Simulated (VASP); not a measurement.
# InSe (R3m) in VASP: a series of runs

Runs on InSe. Level: PBE. Tasks: equation of state.

Program: VASP 6.6.1. These are calculated values, not measurements. Logs are shortened: lines on timing, memory, paths and dates and some standing lists are left out, and cuts for length are marked.

## 1. The undisturbed crystal

Symmetry: R3m, No. 160, trigonal system. Conventional cell: a = 4.000 Å, b = 4.000 Å, c = 25.320 Å, α = 90.00°, β = 90.00°, γ = 120.00°. Around In (site symmetry 3m) lie 3 Se at 2.63 Å and 1 In at 2.82 Å. Around In (site symmetry 3m) lie 3 Se at 2.64 Å and 1 In at 2.82 Å. Se (site symmetry 3m) is surrounded by 3 In at 2.63 Å. Se (site symmetry 3m) has 3 In at 2.64 Å as nearest neighbours.

## 2. Equation of state, PBE, 28.36 Å³/atom

INCAR

```
SYSTEM = InSe
PREC = Accurate ; ENCUT = 900
EDIFF = 1E-8 ; ISMEAR = 0
SIGMA = 0.05 ; LREAL = .False.
LASPH = .True. ; NELM = 100
ALGO = Normal ; ISIF = 2
LWAVE = .False. ; LCHARG = .False.
GGA = PE ; ADDGRID = .False.
```

KPOINTS

```
regular mesh
0
Gamma
  10 10 10
  0 0 0
```

POSCAR

```
InSe
1.0
    1.9797965985      1.1430360991      8.3547416457
   -1.9797965985      1.1430360991      8.3547416457
    0.0000000000     -2.2860721982      8.3547416457
In Se
2 2
Direct
    0.8886000000      0.8886000000      0.8886000000
    0.0000000000      0.0000000000      0.0000000000
    0.1719000000      0.1719000000      0.1719000000
    0.3835000000      0.3835000000      0.3835000000
```

Potentials or basis: VASP PAW PBE potentials, release 64 (In, Se).

Command:

```console
> cat potpaw_PBE.64/In/POTCAR potpaw_PBE.64/Se/POTCAR > POTCAR
> mpirun -np 1 vasp_std > vasp.out
```

OUTCAR:

```text
SYSTEM = InSe
   PREC = Accurate
   ENCUT = 900
   EDIFF = 1E-8
   ISMEAR = 0
   LREAL = .False.
   LASPH = .True.
   NELM = 100
   ISIF = 2
   GGA = PE

 ion  position               nearest neighbor table
   1  0.889  0.889  0.889-   3 2.61   3 2.61   3 2.61   2 2.79
   2  0.000  0.000  0.000-   4 2.61   4 2.61   4 2.61   1 2.79
   3  0.172  0.172  0.172-   1 2.61   1 2.61   1 2.61
   4  0.383  0.383  0.383-   2 2.61   2 2.61   2 2.61

  LATTYP: Found a trigonal (rhomboedric) cell.
 ALAT       =     8.6618608891
 COS(alpha) =     0.8955162542

  Lattice vectors:

 A1 = (   1.9797965985,   1.1430360991,   8.3547416457)
 A2 = (  -1.9797965985,   1.1430360991,   8.3547416457)
 A3 = (   0.0000000000,  -2.2860721982,   8.3547416457)

Analysis of symmetry for initial positions (statically):
=====================================================================
 Subroutine PRICEL returns:
 Original cell was already a primitive cell.

 Routine SETGRP: Setting up the symmetry group for a
 trigonal (rhombohedral) supercell.

 Subroutine GETGRP returns: Found  6 space group operations
 (whereof  6 operations were pure point group operations)
 out of a pool of 12 trial point group operations.

The static configuration has the point symmetry C_3v.

Analysis of symmetry for dynamics (positions and initial velocities):
=====================================================================
 Subroutine PRICEL returns:
 Original cell was already a primitive cell.

 Routine SETGRP: Setting up the symmetry group for a
 trigonal (rhombohedral) supercell.

 Subroutine GETGRP returns: Found  6 space group operations
 (whereof  6 operations were pure point group operations)
 out of a pool of 12 trial point group operations.

The dynamic configuration has the point symmetry C_3v.

 Subroutine INISYM returns: Found  6 space group operations
 (whereof  6 operations are pure point group operations),
 and found     1 'primitive' translations

----------------------------------------------------------------------------------------

                                     Primitive cell

  volume of cell :     113.4396

  direct lattice vectors                    reciprocal lattice vectors
     1.979796598  1.143036099  8.354741646     0.252551197  0.145810501  0.039897503
    -1.979796598  1.143036099  8.354741646    -0.252551197  0.145810501  0.039897503
     0.000000000 -2.286072198  8.354741646     0.000000000 -0.291621003  0.039897503

  length of vectors
     8.661860889  8.661860889  8.661860889     0.294337595  0.294337595  0.294337595

  position of ions in fractional coordinates (direct lattice)
     0.888600000  0.888600000  0.888600000
     0.000000000  0.000000000  0.000000000
     0.171900000  0.171900000  0.171900000
     0.383500000  0.383500000  0.383500000

  ion indices of the primitive-cell ions
   primitive index   ion index
                 1           1
                 2           2
                 3           3
                 4           4

----------------------------------------------------------------------------------------

 KPOINTS: regular mesh

Automatic generation of k-mesh.
 Grid dimensions read from file:
 generate k-points for:   10   10   10

 Generating k-lattice:

  Cartesian coordinates                     Fractional coordinates (reciprocal lattice)
     0.025255120  0.014581050  0.003989750     0.100000000 -0.000000000 -0.000000000
    -0.025255120  0.014581050  0.003989750    -0.000000000  0.100000000 -0.000000000
     0.000000000 -0.029162100  0.003989750    -0.000000000 -0.000000000  0.100000000

  Length of vectors
     0.029433760  0.029433760  0.029433760

  Shift w.r.t. Gamma in fractional coordinates (k-lattice)
     0.000000000  0.000000000  0.000000000

 Subroutine IBZKPT returns following result:
 ===========================================

 Found    116 irreducible k-points:

 Following reciprocal coordinates:
            Coordinates               Weight
  0.000000  0.000000  0.000000      1.000000
  0.100000 -0.000000  0.000000      6.000000
  0.200000 -0.000000  0.000000      6.000000
  0.300000 -0.000000  0.000000      6.000000
  0.400000  0.000000  0.000000      6.000000
  0.500000 -0.000000  0.000000      3.000000
[... 16 lines left out ...]
  0.300000  0.300000  0.000000      6.000000
  0.400000  0.300000 -0.000000     12.000000
 [... further k-points ...]
   k-points           NKPTS =    116   k-points in BZ     NKDIM =    116   number of bands    NBANDS=     13
   number of dos      NEDOS =    301   number of ions     NIONS =      4
   total plane-waves  NPLWV = 729000
   dimension x,y,z NGX =    90 NGY =   90 NGZ =   90
   dimension x,y,z NGXF=   180 NGYF=  180 NGZF=  180
   ions per type =               2   2
   NGX,Y,Z   is equivalent  to a cutoff of  17.27, 17.27, 17.27 a.u.
   NGXF,Y,Z  is equivalent  to a cutoff of  34.55, 34.55, 34.55 a.u.
 SYSTEM =  InSe
[... 77 lines left out ...]
     10       5.0402      0.00000
     11       5.4410      0.00000
     12       7.7226      0.00000
     13       7.7226      0.00000

 k-point     2 :       0.1000   -0.0000    0.0000
  band No.  band energies     occupation
      1     -10.4326      2.00000
      2     -10.0934      2.00000
      3      -3.0671      2.00000
      4      -0.3655      2.00000
      5       1.1190      2.00000
      6       1.5961      2.00000
      7       1.7553      2.00000
      8       1.8802      2.00000
      9       2.0620      2.00000
     10       5.3226      0.00000
     11       5.9742      0.00000
     12       7.1750      0.00000
     13       7.8342      0.00000

 k-point     3 :       0.2000   -0.0000    0.0000
  band No.  band energies     occupation
      1     -10.2159      2.00000
      2      -9.9050      2.00000
      3      -2.8840      2.00000
      4      -0.9383      2.00000
      5       0.0692      2.00000
      6       1.2269      2.00000
      7       1.4436      2.00000
      8       1.5905      2.00000
      9       2.2059      2.00000
     10       5.5527      0.00000
     11       5.8108      0.00000
     12       7.3153      0.00000
     13       7.6231      0.00000

 k-point     4 :       0.3000   -0.0000    0.0000
  band No.  band energies     occupation
      1      -9.9091      2.00000
      2      -9.6494      2.00000
      3      -2.8348      2.00000
      4      -1.6845      2.00000
      5      -0.6678      2.00000
      6       1.0906      2.00000
      7       1.1202      2.00000
      8       1.2604      2.00000
      9       2.1490      2.00000
     10       4.9692      0.00000
     11       5.4738      0.00000
     12       7.1214      0.00000
     13       7.6063      0.00000

 k-point     5 :       0.4000    0.0000    0.0000
  band No.  band energies     occupation
      1      -9.6121      2.00000
      2      -9.4242      2.00000
      3      -3.1300      2.00000
      4      -2.3079      2.00000
      5      -0.6025      2.00000
      6       0.8922      2.00000
      7       0.9933      2.00000
      8       1.0137      2.00000
      9       1.7521      2.00000
     10       4.5706      0.00000
     11       5.3431      0.00000
     12       6.9331      0.00000
     13       7.3826      0.00000
[... 257 lines left out ...]
 k-point    22 :      -0.2000    0.2000    0.0000
  band No.  band energies     occupation
      1      -9.7542      2.00000
      2      -9.5199      2.00000
      3      -2.8100      2.00000
      4      -1.9514      2.00000
      5      -0.5833      2.00000
      6       0.3336      2.00000
      7       0.4148      2.00000
      8       1.3620      2.00000
      9       2.2205      2.00000
     10       5.5063      0.00000
     11       5.7677      0.00000
     12       6.5914      0.00000
     13       7.7980      0.00000

 k-point    23 :       0.3000    0.3000    0.0000
  band No.  band energies     occupation
      1      -9.8953      2.00000
      2      -9.6655      2.00000
      3      -2.7762      2.00000
      4      -1.7790      2.00000
      5      -0.5835      2.00000
      6       0.8744      2.00000
      7       1.0082      2.00000
      8       1.3889      2.00000
      9       2.4073      2.00000
     10       4.9729      0.00000
     11       5.3033      0.00000
     12       7.1671      0.00000
     13       7.5763      0.00000

 k-point    24 :       0.4000    0.3000   -0.0000
  band No.  band energies     occupation
      1      -9.6960      2.00000
      2      -9.5150      2.00000
      3      -2.8951      2.00000
      4      -2.1232      2.00000
      5      -0.5324      2.00000
      6       0.4724      2.00000
      7       0.8606      2.00000
      8       0.9701      2.00000
      9       2.2174      2.00000
     10       5.1314      0.00000
     11       5.3971      0.00000
     12       7.0731      0.00000
     13       7.4992      0.00000

 [... further k-points ...]

------------------------ aborting loop because EDIFF is reached ----------------------------------------

  FORCE on cell =-STRESS in cart. coord.  units (eV):
  Direction    XX          YY          ZZ          XY          YZ          ZX
  --------------------------------------------------------------------------------------
  -------------------------------------------------------------------------------------
  Total        4.1881971      4.1881971      2.8594233      0.0000000      0.0000000      0.0000000
  in kB       59.1524722     59.1524722     40.3853863      0.0000000      0.0000000      0.0000000
  external PRESSURE =      52.8967769 kB  Pullay stress =       0.0000000 kB

 VOLUME and BASIS-vectors are now :
 -----------------------------------------------------------------------------
  energy-cutoff  :      900.00
  volume of cell :      113.44
      direct lattice vectors                 reciprocal lattice vectors
     1.979796598  1.143036099  8.354741646     0.252551197  0.145810501  0.039897503
    -1.979796598  1.143036099  8.354741646    -0.252551197  0.145810501  0.039897503
     0.000000000 -2.286072198  8.354741646     0.000000000 -0.291621003  0.039897503

 POSITION                                       TOTAL-FORCE (eV/Angst)
 -----------------------------------------------------------------------------------
      0.00000      0.00000     22.27207         0.000000      0.000000      0.711961
      0.00000      0.00000      0.00000         0.000000      0.000000     -0.694452
      0.00000      0.00000      4.30854         0.000000     -0.000000     -0.670111
      0.00000      0.00000      9.61213         0.000000     -0.000000      0.652602
 -----------------------------------------------------------------------------------
    total drift:                               -0.000000     -0.000000      0.000335

  FREE ENERGIE OF THE ION-ELECTRON SYSTEM (eV)
  ---------------------------------------------------
  free  energy   TOTEN  =       -14.0274272811 eV

  energy  without entropy=      -14.0274272811  energy(sigma->0) =      -14.02742728
```

Run time: 44 min. Hardware: 1 thread of Intel Xeon Platinum 8259CL at 2.50GHz (Skylake/Cascade Lake), shared host; peak memory 1.6 GiB.

What came out:

```
Free energy            : -14.0274 eV
Pressure               : 5.3 GPa
Largest force          : 0.712 eV/Å
Band gap on the k mesh : 0.53 eV, direct
```

Caveat: spin-orbit coupling is left out, which moves the levels of the heavy elements.

## 3. Equation of state, PBE, 30.11 Å³/atom

INCAR is that of step 2.

KPOINTS is that of step 2.

POSCAR

```
InSe
1.0
    2.0198032681      1.1661339606      8.5235697914
   -2.0198032681      1.1661339606      8.5235697914
    0.0000000000     -2.3322679211      8.5235697914
In Se
2 2
Direct
    0.8886000000      0.8886000000      0.8886000000
    0.0000000000      0.0000000000      0.0000000000
    0.1719000000      0.1719000000      0.1719000000
    0.3835000000      0.3835000000      0.3835000000
```

Potentials or basis: VASP PAW PBE potentials, release 64 (In, Se).

Command:

```console
> cat potpaw_PBE.64/In/POTCAR potpaw_PBE.64/Se/POTCAR > POTCAR
> mpirun -np 1 vasp_std > vasp.out
```

It took 56 min on 1 thread of Intel Xeon Platinum 8259CL at 2.50GHz (Skylake/Cascade Lake), shared host; peak memory 1.6 GiB.

It converged, with:

```yaml
Free_energy: -14.1748 eV
Pressure: 1.6 GPa
Largest_force: 0.393 eV/Å
Band_gap_on_the_k_mesh: 0.37 eV, direct
```

Caveat: spin-orbit coupling is left out, which moves the levels of the heavy elements.

## 4. Equation of state, PBE, 28.36 Å³/atom

INCAR

```
SYSTEM = InSe
PREC = Accurate ; ENCUT = 520
EDIFF = 1E-7 ; ISMEAR = 0
SIGMA = 0.05 ; LREAL = .False.
LASPH = .True. ; NELM = 100
ALGO = Normal ; ISIF = 2
LWAVE = .False. ; LCHARG = .False.
GGA = PE ; ADDGRID = .False.
```

KPOINTS

```
regular mesh
0
Gamma
  7 7 7
  0 0 0
```

POSCAR

```
InSe
1.0
    1.9797965985      1.1430360991      8.3547416457
   -1.9797965985      1.1430360991      8.3547416457
    0.0000000000     -2.2860721982      8.3547416457
In Se
2 2
Direct
    0.8886000000      0.8886000000      0.8886000000
    0.0000000000      0.0000000000      0.0000000000
    0.1719000000      0.1719000000      0.1719000000
    0.3835000000      0.3835000000      0.3835000000
```

Command:

```console
> cat potpaw_PBE.64/In/POTCAR potpaw_PBE.64/Se/POTCAR > POTCAR
> mpirun -np 1 vasp_std > vasp.out
```

Run time: 4.3 min. Hardware: 1 thread of Intel Xeon Platinum 8259CL at 2.50GHz (Skylake/Cascade Lake), shared host; peak memory 0.58 GiB.

The run converged, but some of its settings lie outside the range that counts as converged, so its numbers aren't taken as properties of the crystal.

Results:

- Free energy: -14.0253 eV
- Pressure: 5.3 GPa
- Largest force: 0.710 eV/Å
- Band gap on the k mesh: 0.83 eV, direct

Caveat: spin-orbit coupling is left out, which moves the levels of the heavy elements; an odd mesh through Γ misses points on the zone boundary, where band edges often lie.

## 5. Equation of state, PBE, 30.11 Å³/atom

INCAR is that of step 4.

KPOINTS is that of step 4.

POSCAR

```
InSe
1.0
    2.0198032681      1.1661339606      8.5235697914
   -2.0198032681      1.1661339606      8.5235697914
    0.0000000000     -2.3322679211      8.5235697914
In Se
2 2
Direct
    0.8886000000      0.8886000000      0.8886000000
    0.0000000000      0.0000000000      0.0000000000
    0.1719000000      0.1719000000      0.1719000000
    0.3835000000      0.3835000000      0.3835000000
```

Command:

```console
> cat potpaw_PBE.64/In/POTCAR potpaw_PBE.64/Se/POTCAR > POTCAR
> mpirun -np 1 vasp_std > vasp.out
```

Run time: 7.2 min. Hardware: 1 thread of Intel Xeon Platinum 8259CL at 2.50GHz (Skylake/Cascade Lake), shared host; peak memory 0.72 GiB.

These settings aren't checked as converged: the numbers below hold their error.

Results:

```
Free energy            : -14.1731 eV
Pressure               : 1.7 GPa
Largest force          : 0.390 eV/Å
Band gap on the k mesh : 0.69 eV, indirect (least direct gap 0.70 eV)
```

Caveat: spin-orbit coupling is left out, which moves the levels of the heavy elements; an odd mesh through Γ misses points on the zone boundary, where band edges often lie.

## 6. Equation of state, PBE, 28.36 Å³/atom

INCAR is that of step 5.

KPOINTS

```
regular mesh
0
Gamma
  8 8 8
  0 0 0
```

POSCAR

```
InSe
1.0
    1.9797965985      1.1430360991      8.3547416457
   -1.9797965985      1.1430360991      8.3547416457
    0.0000000000     -2.2860721982      8.3547416457
In Se
2 2
Direct
    0.8886000000      0.8886000000      0.8886000000
    0.0000000000      0.0000000000      0.0000000000
    0.1719000000      0.1719000000      0.1719000000
    0.3835000000      0.3835000000      0.3835000000
```

Potentials or basis: VASP PAW PBE potentials, release 64 (In, Se).

Command:

```console
> cat potpaw_PBE.64/In/POTCAR potpaw_PBE.64/Se/POTCAR > POTCAR
> mpirun -np 1 vasp_std > vasp.out
```

It took 6.2 min on 1 thread of Intel Xeon Platinum 8259CL at 2.50GHz (Skylake/Cascade Lake), shared host; peak memory 0.61 GiB.

These settings aren't checked as converged: the numbers below hold their error.

Results:

* Free energy: -14.0265 eV
* Pressure: 5.3 GPa
* Largest force: 0.711 eV/Å
* Band gap on the k mesh: 0.53 eV, direct

Caveat: spin-orbit coupling is left out, which moves the levels of the heavy elements.

## 7. Equation of state, PBE, 30.11 Å³/atom

INCAR is that of step 6.

KPOINTS is that of step 6.

POSCAR

```
InSe
1.0
    2.0198032681      1.1661339606      8.5235697914
   -2.0198032681      1.1661339606      8.5235697914
    0.0000000000     -2.3322679211      8.5235697914
In Se
2 2
Direct
    0.8886000000      0.8886000000      0.8886000000
    0.0000000000      0.0000000000      0.0000000000
    0.1719000000      0.1719000000      0.1719000000
    0.3835000000      0.3835000000      0.3835000000
```

Command:

```console
> cat potpaw_PBE.64/In/POTCAR potpaw_PBE.64/Se/POTCAR > POTCAR
> mpirun -np 1 vasp_std > vasp.out
```

Wall time 9 min (1 thread of Intel Xeon Platinum 8259CL at 2.50GHz (Skylake/Cascade Lake), shared host); peak memory 0.75 GiB.

These settings aren't checked as converged: the numbers below hold their error.

What came out:

| Item | Value |
| --- | --- |
| Free energy | -14.1740 eV |
| Pressure | 1.6 GPa |
| Largest force | 0.392 eV/Å |
| Band gap on the k mesh | 0.37 eV, direct |

Caveat: spin-orbit coupling is left out, which moves the levels of the heavy elements.

## 8. Equation of state, PBE, 28.36 Å³/atom

INCAR: that of step 7 with these lines changed.

```diff
@@ -1,3 +1,3 @@
 SYSTEM = InSe
-PREC = Accurate ; ENCUT = 520
+PREC = Accurate ; ENCUT = 650
 EDIFF = 1E-7 ; ISMEAR = 0
```

KPOINTS is that of step 7.

POSCAR

```
InSe
1.0
    1.9797965985      1.1430360991      8.3547416457
   -1.9797965985      1.1430360991      8.3547416457
    0.0000000000     -2.2860721982      8.3547416457
In Se
2 2
Direct
    0.8886000000      0.8886000000      0.8886000000
    0.0000000000      0.0000000000      0.0000000000
    0.1719000000      0.1719000000      0.1719000000
    0.3835000000      0.3835000000      0.3835000000
```

Command:

```console
> cat potpaw_PBE.64/In/POTCAR potpaw_PBE.64/Se/POTCAR > POTCAR
> mpirun -np 1 vasp_std > vasp.out
```

Run time: 8.7 min. Hardware: 1 thread of Intel Xeon Platinum 8259CL at 2.50GHz (Skylake/Cascade Lake), shared host; peak memory 0.82 GiB.

The run converged, but some of its settings lie outside the range that counts as converged, so its numbers aren't taken as properties of the crystal.

What came out:

| Property | Result |
| --- | --- |
| Free energy | -14.0266 eV |
| Pressure | 5.3 GPa |
| Largest force | 0.711 eV/Å |
| Band gap on the k mesh | 0.53 eV, direct |

Caveat: spin-orbit coupling is left out, which moves the levels of the heavy elements.
